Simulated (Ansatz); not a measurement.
NbP:

```xyz
4
Lattice="-1.6749 1.6749 5.7401 1.6749 -1.6749 5.7401 1.6749 1.6749 -5.7401" Properties=species:S:1:pos:R:3 pbc="T T T"
Nb    1.6749    0.0000    2.8687
Nb    0.0000    0.0000    5.7387
P     0.0000    1.6749    3.8200
P     0.0000    0.0000    0.9500
```

The cell is a database's computed one.

Base run:

| Property | Result |
| --- | --- |
| Program | Ansatz 0.2.0 |
| Functional | PBEsol |
| Potentials or basis | all-electron LAPW, scalar-relativistic |
| Cutoff | 207 eV |
| Density cutoff | 830 eV |
| Basis error allowed | 0.002 eV/atom |
| k mesh | 11 × 11 × 11 |
| Occupations | fermi-dirac, width 0.05 eV |
| Spin | no spin polarisation |
| Hubbard terms | Nb d U = 6 eV |

Its results: band gap on the k mesh 0.04 eV, indirect (least direct gap 0.09 eV); pressure -2.9 GPa; largest force 0.082 eV/Å.

Task: The run is repeated on the same cell with these changes: hubbard terms from Nb d U = 6 eV to Nb d U = 2 eV. What comes out?

Result: Band gap on the k mesh none (metal or under the smearing width); pressure -5.6 GPa; largest force 0.014 eV/Å.

Caveats: U is the effective U less J, on atomic orbitals that reach past the spheres; the U is typed as a test and isn't derived for this compound; an odd mesh through Γ misses points on the zone boundary, where band edges often lie (some runs); U without spin polarisation on a metal has little footing (some runs).

Not every run made on this cell is shown here.
